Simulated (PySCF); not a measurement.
Several orderings of computed values.

All species are isolated and taken at one optimised geometry, non-relativistic unless stated; the electronic structure was computed with PySCF and density fitting.

Dipoles, sizes and rotational constants follow the conformer. The torsions of the flexible species, by atom-mapped SMILES:
- `[CH2:1]=[CH:2][C@@H:3]1[CH2:4][O:5][C+:6]([C@H:7]([CH3:8])[F:9])[O:10]1`: C1–C2–C3–C4 -132°, O5–C6–C7–C8 120°
- `[CH3:1][CH2:2][O:3][c:4]1[cH:5][n:6][se:7][n:8]1`: C1–C2–O3–C4 -78°, C2–O3–C4–C5 179°
- `[S:1]=[CH:2][CH2:3][Cl:4]`: S1–C2–C3–Cl4 137°
- `[CH:1]#[C:2][CH2:3][CH:4]=[S:5]`: C2–C3–C4–S5 -138°
- `[CH2:1]=[CH:2][CH:3]=[C:4]=[S:5]`: C1–C2–C3–C4 180°

The conformers of `CNC1CCCCC1` aren't listed.

(1) Rank by lowest triplet excitation (Tamm–Dancoff), lowest first (TDA B3LYP/def2-SVPD at PBE0-D3(BJ)/def2-SVP geometries).
A. `[Ge]([Cl])([Cl])([Cl])[O]C(C)C`
B. `C[C@H](F)[C+]1O[C@H](C=C)CO1`
C. `CNC1CCCCC1`
D. `[H][Zn][H]`

(2) By how much do the two ends of that ranking differ?

(3) Rank by static isotropic polarisability, highest first (B3LYP/def2-SVPD at PBE0-D3(BJ)/def2-SVP geometries).
A. `C=C[C@@H]1CO[C+]([C@H](C)F)O1`
B. `CCOc1cn[se]n1`
C. `CC(C)[O][Ge]([Cl])([Cl])[Cl]`
D. `CNC1CCCCC1`
E. `[H][Zn][H]`

(4) Give the two extremes of that set as polarisability volumes in Å³.

(5) Rank by dipole moment, highest first (PBE0-D3(BJ)/def2-SVP).
A. `F[C](F)F` (CF3) [radical]
B. `S=CCCl` (C2H3ClS)
C. `C#CCC=S` (C4H4S)
D. `C=CC=C=S` (C4H4S)
E. `C=C` (C2H4)

(6) Rank by lowest singlet excitation, highest first (TDDFT B3LYP/def2-SVPD at PBE0-D3(BJ)/def2-SVP geometries).
A. `[H][Zn][H]`
B. `CCOc1cn[se]n1`
C. `C=C[C@@H]1CO[C+]([C@H](C)F)O1`
D. `CC(C)[O][Ge]([Cl])([Cl])[Cl]`

(7) Rank by smallest rotational constant, lowest first (PBE0-D3(BJ)/def2-SVP).
A. `C=C` (C2H4)
B. `[H][Zn][H]` (ZnH2)
C. `C=CC=C=S` (C4H4S)
D. `[se]1ncc(n1)OCC` (C4H6N2OSe)
E. `c1(ccccc1)[O-]` ([C6H5O]-)
F. `C=C[C@@H]1CO[C+]([C@H](C)F)O1` ([C7H10FO2]+)

(8) By how much do the two ends of that ranking differ?

(9) Rank by HOMO–LUMO gap, highest first (B3LYP/def2-SVPD at PBE0-D3(BJ)/def2-SVP geometries).
A. `C=C[C@@H]1CO[C+]([C@H](C)F)O1`
B. `[H][Zn][H]`
C. `CC(C)[O][Ge]([Cl])([Cl])[Cl]`
D. `CCOc1cn[se]n1`
E. `CNC1CCCCC1`

## Answers

(1) B (4.20 eV), A (5.09 eV), D (5.34 eV), C (5.52 eV).

(2) By 1.32 eV, between `CNC1CCCCC1` and `C=C[C@@H]1CO[C+]([C@H](C)F)O1`.

(3) C (111.5 au), D (92.6 au), B (90.4 au), A (87.3 au), E (28.8 au).

(4) `[H][Zn][H]`: 4.28 Å³; `CC(C)[O][Ge]([Cl])([Cl])[Cl]`: 16.53 Å³.

(5) C (1.77 D), B (1.33 D), D (0.62 D), A (0.23 D), E (0.00 D).

(6) A (5.73 eV), D (5.35 eV), C (4.73 eV), B (4.44 eV).

(7) F (0.641 GHz), D (0.722 GHz), C (1.457 GHz), E (1.827 GHz), A (24.873 GHz), B (104.307 GHz).

(8) By 103.666 GHz, between `[H][Zn][H]` and `C=C[C@@H]1CO[C+]([C@H](C)F)O1`.

(9) B (6.80 eV), E (6.61 eV), C (6.38 eV), A (5.51 eV), D (4.92 eV).
